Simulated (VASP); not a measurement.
# MnO: equation of state with PBEsol

Crystal: MnO.

```
Mn O
1.0
     0.00000    2.17806    2.17806
     2.17806    0.00000    2.17806
     2.17806    2.17806    0.00000
Mn O
1 1
Direct
  0.00000 0.00000 0.00000
  0.50000 0.50000 0.50000
```

The cell is a database's computed one.

```json
{
 "Program": "VASP 6.6.1",
 "Task": "equation of state",
 "Functional": "PBEsol",
 "Potentials or basis": "VASP PAW PBE potentials, release 64 (Mn_pv, O)",
 "Cutoff": "520 eV",
 "k mesh": "8 × 8 × 8",
 "Occupations": "fermi-dirac, width 0.05 eV",
 "Spin": "collinear spin, ferromagnetic start",
 "Starting moments": "[4.0, 0.0] μB",
 "Ladder": "gaps",
 "Further INCAR settings": "ALGO = Fast; EDIFF = 1e-06"
}
```

```json
{
  "Equilibrium volume": "10.36 Å³/atom (rough: see the caveat)",
  "Bulk modulus": "143 GPa (rough)"
}
```

Energy against volume, from the lowest point:
```
volume (Å³/atom)  energy (meV/atom)
           9.919               7.52
          10.126               2.48
          10.333               0.00
          10.539               1.72
          10.746               7.06
```

All runs of the series together: 100 s on 1 thread of Intel(R) Xeon(R) Platinum 8259CL CPU @ 2.50GHz (Skylake/Cascade Lake), on a shared host.

Caveat: the fit is doubtful: noisy points or a state that changes with volume; the PAW data sets were made with another functional, which shifts forces and pressure a little.
